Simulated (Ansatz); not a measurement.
CaF₂ (fluorite structure)

Level of theory: DFT, r²SCAN, scalar-relativistic, no spin polarisation; plane waves to 500 eV with PAW datasets (Ansatz 0.2.0), 8×8×8 k-mesh; PAW files: Ansatz's generated set soft_2.

```
Ca F
1.0
     0.00000    2.71957    2.71957
     2.71957    0.00000    2.71957
     2.71957    2.71957    0.00000
Ca F
1 2
Direct
  0.00000 0.00000 0.00000
  0.25000 0.25000 0.25000
  0.75000 0.75000 0.75000
```

The start was a prototype's sites filled with these elements; the Crystallography Open Database holds the compound in this structure.

What is the high-frequency dielectric tensor ε∞ (density-functional perturbation theory, local fields included)?

2.19 (isotropic)

Give the Born effective charges (a third of the trace, site by site).

Ca 2.35; F -1.17 e.

List the optical modes at the zone centre without the LO–TO term, with degeneracy and infrared intensity.

| ω (cm⁻¹) | degeneracy | IR intensity ((D/Å)²/u) |
| --- | --- | --- |
| 262 | 3 | 19.52 |
| 328 | 3 | 0.00 |

Where do the optical modes lie for q → 0 along (0.00, 0.00, 1.00), with the long-range field?

262 (×2), 328 (×3), 476 cm⁻¹.

An ε∞ of 2.19 means a refractive index of √ε∞ = 1.48 below the gap, far above the lattice modes.

With one infrared-active mode the Lyddane–Sachs–Teller relation ties the modes to the static constant, ε0 = 7.21, which is built from the same mode and Born charges: ω_LO = ω_TO √(ε0/ε∞) = 262.1 × √(7.21/2.19) = 476 cm⁻¹, and the run has a mode at 476 cm⁻¹.

The mean Born charge of Ca is 2.35 against a formal +2. It exceeds the formal charge because moving the ion changes its mixing with the anions' p states, and electrons flow along the bond.

Semilocal functionals make the gap too small and so ε∞ somewhat too large.

The lattice, not the electrons, supplies most of the static dielectric response: ε0 is 7.21 against an ε∞ of 2.19. Fluoride holds its 2p electrons tightly and polarises little, so the field set up by the ionic motion is only weakly screened. Together with Born charges close to the formal ones, this lifts the polar mode from 262 to 476 cm⁻¹ when it is longitudinal. In that mode the Ca sublattice moves against both F sublattices and creates a dipole.

In the triplet at 328 cm⁻¹ the two F sublattices move against each other while Ca stays at rest. Inversion symmetry cancels the dipole, so the mode is Raman-active only and the long-range field leaves it unshifted. The modest excess in the Ca charge probably reflects F 2p mixing with empty Ca 3d states, a dynamical covalency compatible with a strongly ionic crystal. Real optical frequencies at the zone centre don't establish stability at other wavevectors, nor do they address the fluoride disorder known at high temperature.
